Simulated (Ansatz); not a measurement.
Input of an Ansatz 0.2.0 run:

Contents of input.yaml:

```yaml
crystal:
  lattice:
    - [0.0, 1.8075, 1.8075]
    - [1.8075, 0.0, 1.8075]
    - [1.8075, 1.8075, 0.0]
  atoms:
    - { symbol: Cu, position: [0.0, 0.0, 0.0] }
kpoints:
  mp_grid: { grid: [13, 13, 13] }
scf:
  occupations: { method: fermi_dirac, width: 0.05 }
hamiltonian:
  xc: pbesol
  pseudopotentials: { kind: all_electron, lapw: { basis_error: 0.001 } }
output:
  forces: true
  stress: true
relax:
  f_tol: 0.005
  max_steps: 60
  cell: { p_target: 5 }
```

Potentials or basis: all-electron LAPW, scalar-relativistic.

Run with:

```bash
$ ansatz run input.yaml --threads 1 --pin off --max-ram 3072MiB --backend cpu --events-out ev --progress --plain --runs-dir out
```

Predict the relaxed cell.

a = 2.496 Å, b = 2.496 Å, c = 2.496 Å, α = 60.00°, β = 60.00°, γ = 60.00°.

Predict the space group after relaxing (to 0.05 Å).

Fm-3m (No. 225).

What does it give for the relaxed volume?

11.00 Å³/atom.

Final structure:
```
Cu
1.0
     0.00000    1.76513    1.76513
     1.76513    0.00000    1.76513
     1.76513    1.76513    0.00000
Cu
1
Direct
  0.00000 0.00000 0.00000
```
